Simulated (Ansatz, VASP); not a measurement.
# Si2Mo in two plane-wave programs

One calculation is typed for both programs; each brings its own data sets. How far apart do they land? The cell is taken from a series of runs on this material, whose earlier steps may have relaxed, scaled, displaced or heated it; both programs get it as it stands.

Main program and level: Ansatz 0.2.0; plane waves, with VASP 6.6.1 beside it; relaxation of cell and atoms at r2SCAN and relaxation of cell and atoms at r2SCAN with rVV10.

### 1. Set-up

Symmetry: P6_222, No. 180, hexagonal system. Conventional cell: a = 4.585 Å, b = 4.585 Å, c = 6.580 Å, α = 90.00°, β = 90.00°, γ = 120.00°. Si has 5 Si at 2.55 to 2.67 Å and 5 Mo at 2.57 to 2.67 Å nearest. Nearest to Mo lie 10 Si at 2.57 to 2.67 Å. Farther neighbours are not listed.

As a file:

```xyz
9
Lattice="4.5855 0.0000 0.0000 -2.2927 3.9711 0.0000 0.0000 0.0000 6.5798" Properties=species:S:1:pos:R:3 pbc="T T T"
Si   -1.1656    3.3204    5.4831
Si    1.1272    0.6508    1.0966
Si    2.2927    2.6696    3.2899
Si    3.4583    0.6508    5.4831
Si    1.1656    3.3204    1.0966
Si    0.0000    1.3015    3.2899
Mo    2.2927    0.0000    3.2899
Mo    3.4391    1.9856    1.0966
Mo    1.1464    1.9856    5.4831
```

### 2. VASP: relaxation of cell and atoms, r2SCAN

The relaxed volume is the usual yardstick between codes: in a stiff, nearly cubic crystal its relative difference is about their pressure difference at one cell divided by the bulk modulus.

Lines of VASP's logs that name or quote its potential files are left out, and so is its time.

INCAR reads:

```
SYSTEM = Si2Mo
PREC = Accurate
ENCUT = 550
EDIFF = 1E-07
NELM = 120
ISMEAR = 0
SIGMA = 0.1
LREAL = .FALSE.
ALGO = Normal
METAGGA = R2SCAN
LASPH = .TRUE.
NBANDS = 42
LORBIT = 11
LWAVE = .FALSE.
LCHARG = .FALSE.
ISIF = 3
IBRION = 2
NSW = 80
EDIFFG = -0.005
GGA_COMPAT = .FALSE.
NELMIN = 4
EFERMI = MIDGAP
LMIXTAU = .TRUE.
KPAR = 2
```

POSCAR reads:

```
Si2Mo
1.0
    4.5854720000      0.0000000000      0.0000000000
   -2.2927360000      3.9711350000      0.0000000000
    0.0000000000      0.0000000000      6.5797600000
Si Mo
6 3
Direct
    0.1638730672      0.8361269511      0.8333332827
    0.3277458980      0.1638730489      0.1666667173
    0.8361269511      0.6722539022      0.5000000000
    0.8361269328      0.1638730489      0.8333332827
    0.6722538839      0.8361269511      0.1666667173
    0.1638729230      0.3277458460      0.5000000000
    0.5000000000      0.0000000000      0.5000000000
    0.9999999370      0.4999998741      0.1666667173
    0.4999999370      0.4999998741      0.8333332827
```

KPOINTS reads:

```
Automatic mesh
0
Gamma
9 9 6
0 0 0
```

PAW data sets: Si and Mo_sv (PBE family, release 64).

Started as:

```
> mpirun -np 2 vasp_std
```

Numbers of over 12 decimals in the logs are rounded to 6 here.

What it wrote:

```text
[banner, memory and clock lines left out]
running    2 mpi-ranks, on    1 nodes
 distrk:  each k-point on    1 cores,    2 groups
 distr:  one band on    1 cores,    1 groups

 POSCAR found type information on POSCAR SiMo
 POSCAR found :  2 types and       9 ions
|                                                                             |
|               ----> ADVICE to this user running VASP <----                  |
|                                                                             |
|     You enforced a specific xc type in the INCAR file but a different       |
|     [... a line on the potential file left out ...]
|     I HOPE YOU KNOW WHAT YOU ARE DOING!                                     |
|                                                                             |

 LDA part: xc-table for (None), standard interpolation
 POSCAR, INCAR and KPOINTS ok, starting setup
 FFT: planning ... GRIDC
 FFT: planning ... GRID_SOFT
 FFT: planning ... GRID
 WAVECAR not read
 entering main loop
       N       E                     dE             d eps       ncg     rms          rms(c)
DAV:   1     0.508880844722E+03    0.50888E+03   -0.38942E+04  4264   0.164E+03
DAV:   2    -0.127741786668E+03   -0.63662E+03   -0.61629E+03  4544   0.428E+02
DAV:   3    -0.155594654896E+03   -0.27853E+02   -0.27280E+02  5278   0.776E+01
DAV:   4    -0.156053755232E+03   -0.45910E+00   -0.45691E+00  4976   0.940E+00
DAV:   5    -0.156061369581E+03   -0.76143E-02   -0.76018E-02  5078   0.125E+00    0.427E+01
DAV:   6    -0.140270817614E+03    0.15791E+02   -0.15881E+01  4762   0.267E+01    0.872E+00
DAV:   7    -0.133649080039E+03    0.66217E+01   -0.20933E+00  4584   0.889E+00    0.618E+00
DAV:   8    -0.134382002874E+03   -0.73292E+00   -0.16147E+00  4388   0.754E+00    0.203E+00
DAV:   9    -0.134740866387E+03   -0.35886E+00   -0.33630E-01  4404   0.390E+00    0.517E-01
DAV:  10    -0.134742088826E+03   -0.12224E-02   -0.49966E-02  4802   0.125E+00    0.214E-01
DAV:  11    -0.134763436738E+03   -0.21348E-01   -0.53608E-02  4292   0.146E+00    0.158E-01
DAV:  12    -0.134768120980E+03   -0.46842E-02   -0.37131E-03  4540   0.391E-01    0.579E-02
DAV:  13    -0.134771437319E+03   -0.33163E-02   -0.19151E-03  4600   0.298E-01    0.425E-02
DAV:  14    -0.134771520681E+03   -0.83361E-04   -0.24098E-04  4630   0.969E-02    0.168E-02
DAV:  15    -0.134771555676E+03   -0.34996E-04   -0.18451E-05  4886   0.286E-02    0.121E-02
DAV:  16    -0.134771554811E+03    0.86511E-06   -0.52990E-06  4502   0.166E-02    0.677E-03
DAV:  17    -0.134771566960E+03   -0.12149E-04   -0.78295E-06  4598   0.160E-02    0.217E-03
DAV:  18    -0.134771565780E+03    0.11800E-05   -0.20600E-06  4540   0.908E-03    0.123E-03
DAV:  19    -0.134771567007E+03   -0.12263E-05   -0.85586E-08  2606   0.234E-03    0.153E-03
DAV:  20    -0.134771566465E+03    0.54214E-06   -0.32196E-07  3880   0.332E-03    0.302E-04
DAV:  21    -0.134771566850E+03   -0.38563E-06   -0.21312E-08  2330   0.958E-04    0.196E-04
DAV:  22    -0.134771566944E+03   -0.93472E-07   -0.38576E-09  2294   0.497E-04
   1 F= -.13477157E+03 E0= -.13477147E+03  d E =-.134772E+03
[...]
2 F= -.13477153E+03 E0= -.13477143E+03  d E =0.383012E-04
[...]
3 F= -.13477161E+03 E0= -.13477152E+03  d E =-.478027E-04
[...]
4 F= -.13477161E+03 E0= -.13477152E+03  d E =-.478309E-04
 curvature:  -0.21 expect dE=-0.460E-05 dE for cont linesearch -0.381E-11
 trial: gam= 0.09562 g(F)=  0.935E-05 g(S)=  0.122E-04 ort =-0.636E-07 (trialstep = 0.887E+00)
 search vector abs. value=  0.236E-04
 bond charge predicted
       N       E                     dE             d eps       ncg     rms          rms(c)
DAV:   1    -0.134771645999E+03   -0.31176E-04   -0.12149E-03  4122   0.213E-01    0.335E-02
DAV:   2    -0.134771626658E+03    0.19341E-04   -0.50489E-05  4980   0.418E-02    0.137E-02
DAV:   3    -0.134771625485E+03    0.11726E-05   -0.75259E-06  4992   0.186E-02    0.553E-03
DAV:   4    -0.134771624660E+03    0.82507E-06   -0.20102E-06  4880   0.810E-03    0.177E-03
DAV:   5    -0.134771624839E+03   -0.17850E-06   -0.63284E-07  4348   0.560E-03    0.137E-03
DAV:   6    -0.134771625019E+03   -0.18049E-06   -0.51182E-08  2310   0.163E-03    0.764E-04
DAV:   7    -0.134771625080E+03   -0.60582E-07   -0.22994E-08  2230   0.103E-03
   5 F= -.13477163E+03 E0= -.13477153E+03  d E =-.103053E-04
 trial-energy change:   -0.000010  1 .order   -0.000010   -0.000019   -0.000001
 step:   0.9622(harm=  0.9622)  dis= 0.00030  next Energy=  -134.771625 (dE=-0.104E-04)
 reached required accuracy - stopping structural energy minimisation
```

Parts of OUTCAR (step 2):

```text
ion  position               nearest neighbor table
   1  0.164  0.836  0.833-   3 2.55   2 2.55   7 2.57   8 2.57   4 2.60   9 2.64   9 2.64   9 2.67
                             4 2.67   4 2.67   6 3.15   5 3.15
   2  0.328  0.164  0.167-   6 2.55   1 2.55   7 2.57   9 2.57   5 2.60   8 2.64   8 2.64   8 2.67
                             5 2.67   5 2.67   3 3.15   4 3.15
   3  0.836  0.672  0.500-   1 2.55   5 2.55   8 2.57   9 2.57   6 2.60   7 2.64   7 2.64   7 2.67
                             6 2.67   6 2.67   2 3.15   4 3.15
   4  0.836  0.164  0.833-   6 2.55   5 2.55   7 2.57   8 2.57   1 2.60   9 2.64   9 2.64   9 2.67
                             1 2.67   1 2.67   3 3.15   2 3.15
   5  0.672  0.836  0.167-   3 2.55   4 2.55   7 2.57   9 2.57   2 2.60   8 2.64   8 2.64   8 2.67
                             2 2.67   2 2.67   6 3.15   1 3.15
   6  0.164  0.328  0.500-   2 2.55   4 2.55   9 2.57   8 2.57   3 2.60   7 2.64   7 2.64   7 2.67
                             3 2.67   3 2.67   1 3.15   5 3.15
   7  0.500  0.000  0.500-   1 2.57   4 2.57   5 2.57   2 2.57   6 2.64   6 2.64   3 2.64   3 2.64
                             3 2.67   6 2.67   8 3.17   9 3.17   9 3.17   8 3.17
   8  1.000  0.500  0.167-   3 2.57   6 2.57   4 2.57   1 2.57   2 2.64   5 2.64   5 2.64   2 2.64
                             5 2.67   2 2.67   7 3.17   7 3.17   9 3.17   9 3.17
   9  0.500  0.500  0.833-   6 2.57   3 2.57   2 2.57   5 2.57   1 2.64   4 2.64   1 2.64   4 2.64
                             4 2.67   1 2.67   7 3.17   7 3.17   8 3.17   8 3.17

  LATTYP: Found a hexagonal cell.
 ALAT       =     4.5854720000
 C/A-ratio  =     1.4349144428

 Subroutine GETGRP returns: Found 12 space group operations
 (whereof  4 operations were pure point group operations)

The static configuration has the point symmetry D_2 .
 The point group associated with its full space group is D_6 .

 Found     48 irreducible k-points:

   k-points           NKPTS =     48   k-points in BZ     NKDIM =     48   number of bands    NBANDS=     42

   dimension x,y,z NGX =    36 NGY =   36 NGZ =   50
   dimension x,y,z NGXF=    72 NGYF=   72 NGZF=  100

   ENCUT  =  550.0 eV  40.42 Ry    6.36 a.u.   8.77  8.77 12.58*2*pi/ulx,y,z

   NELECT =      66.0000    total number of electrons

 k-points in reciprocal lattice and weights: Automatic mesh
   0.00000000  0.00000000  0.00000000       0.002
   0.11111111  0.00000000  0.00000000       0.012
   0.22222222  0.00000000  0.00000000       0.012
   0.33333333  0.00000000  0.00000000       0.012
   0.44444444  0.00000000  0.00000000       0.012
   0.11111111  0.11111111  0.00000000       0.012
   0.22222222  0.11111111  0.00000000       0.025
   0.33333333  0.11111111  0.00000000       0.025
   0.44444444  0.11111111  0.00000000       0.012
[...]
0.33333333  0.22222222  0.50000000       0.025
   0.33333333  0.33333333  0.50000000       0.004

 average (electrostatic) potential at core
       1 -80.3990       2 -80.3990       3 -80.3991       4 -80.3990       5 -80.3990
       6 -80.3991       7 -74.0452       8 -74.0451       9 -74.0451

 E-fermi :  12.9734

 k-point     1 :       0.0000    0.0000    0.0000
  band No.  band energies     occupation
    ...
     29       9.7191      2.00000
     30       9.7191      2.00000
     31       9.9744      2.00000
     32      10.6468      2.00000
     33      12.0408      2.00000
     34      15.1208      0.00000
     35      15.4443      0.00000
     36      15.4443      0.00000
     37      15.6140      0.00000
     38      15.6891      0.00000
    ...

 k-point     2 :       0.1111    0.0000    0.0000
  band No.  band energies     occupation
    ...
     29       9.6605      2.00000
     30       9.6967      2.00000
     31       9.9925      2.00000
     32      10.5025      2.00000
     33      12.0052      2.00000
     34      14.5507      0.00000
     35      14.9203      0.00000
     36      15.1295      0.00000
     37      15.1691      0.00000
     38      15.5236      0.00000
    ...

 k-point     3 :       0.2222    0.0000    0.0000
  band No.  band energies     occupation
    ...
     29       9.9253      2.00000
     30       9.9266      2.00000
     31      10.2026      2.00000
     32      10.2374      2.00000
     33      11.7343      2.00000
     34      13.9944      0.00000
     35      14.3116      0.00000
     36      14.4079      0.00000
     37      14.6098      0.00000
     38      14.8406      0.00000
    ...

  Total       -0.0053223     -0.0053223      0.0023867      0.0000000      0.0000000      0.0000000
  in kB       -0.0711218     -0.0711218      0.0318941      0.0000000      0.0000000      0.0000000
  external PRESSURE =      -0.0367832 kB  Pullay stress =       0.0000000 kB

  energy-cutoff  :      550.00
  volume of cell :      119.90
      direct lattice vectors                 reciprocal lattice vectors
     4.587167576 -0.000000000 -0.000000000     0.217999448  0.125862048  0.000000000
    -2.293583788  3.972603412  0.000000000     0.000000000  0.251724095 -0.000000000
    -0.000000000  0.000000000  6.579368468    -0.000000000 -0.000000000  0.151990272

 POSITION                                       TOTAL-FORCE (eV/Angst)
 -----------------------------------------------------------------------------------
     -1.16641      3.32183      5.48281        -0.001371      0.000792      0.000000
      1.12717      0.65077      1.09656        -0.001371     -0.000792      0.000000
      2.29358      2.67106      3.28968         0.000000      0.001583      0.000000
      3.46000      0.65077      5.48281         0.001371     -0.000792     -0.000000
      1.16641      3.32183      1.09656         0.001371      0.000792     -0.000000
     -0.00000      1.30154      3.28968        -0.000000     -0.001583      0.000000
      2.29358     -0.00000      3.28968         0.000000      0.000000      0.000000
      3.44038      1.98630      1.09656        -0.000000      0.000000      0.000000
      1.14679      1.98630      5.48281         0.000000     -0.000000     -0.000000
 -----------------------------------------------------------------------------------
    total drift:                                0.000154      0.001167     -0.000813

  FREE ENERGIE OF THE ION-ELECTRON SYSTEM (eV)
  ---------------------------------------------------
  free  energy   TOTEN  =      -134.7716250799 eV

  energy  without entropy=     -134.7714284218  energy(sigma->0) =     -134.77152675

 reached required accuracy - stopping structural energy minimisation

 total charge
# of ion       s       p       d       tot
------------------------------------------
    1        0.730   0.890   0.000   1.620
    2        0.730   0.890   0.000   1.620
    3        0.730   0.890   0.000   1.620
    4        0.730   0.890   0.000   1.620
    5        0.730   0.890   0.000   1.620
    6        0.730   0.890   0.000   1.620
    7        2.268   6.208   4.193  12.668
    8        2.268   6.208   4.193  12.668
    9        2.268   6.208   4.193  12.668
--------------------------------------------------
tot         11.183  23.965  12.579  47.728

[... 3 further parts left out ...]
```

CONTCAR:

```
Si2Mo
   1.00000000000000
     4.5871675759345578   -0.0000000000000000   -0.0000000000000000
    -2.2935837879672789    3.9726034115667463    0.0000000000000000
    -0.0000000000000000    0.0000000000000000    6.5793684677771038
  Si              Mo
     6     3
Direct
     0.1638150569573459    0.8361849613426502    0.8333332826999964
     0.3276298775146971    0.1638150386573497    0.1666667172999965
     0.8361849613426502    0.6723699226853006    0.5000000000000000
     0.8361849430426541    0.1638150386573497    0.8333332826999964
     0.6723699043853044    0.8361849613426502    0.1666667172999965
     0.1638149127573482    0.3276298255146964    0.5000000000000000
     0.5000000000000000    0.0000000000000000    0.5000000000000000
     0.9999999369999983    0.4999998740999985    0.1666667172999965
     0.4999999369999983    0.4999998740999985    0.8333332826999964
```

The run keeps the 12 symmetry operations of its start, so it cannot find a distortion of lower symmetry.

(Continued in part 2 of 2.)

[Lines on the potential files, build, host, timing and source positions are cut from VASP's logs without a mark.]

[Logs are printed without paths, hosts, clocks, repeated set-up lines and the standing remarks that a program may print on its own settings, such as how far it seeks lower states.]

[Hosts, paths, dates, database ids (printed as entryN), source tags and the programs' standing remarks are cut or masked in the printed files.]
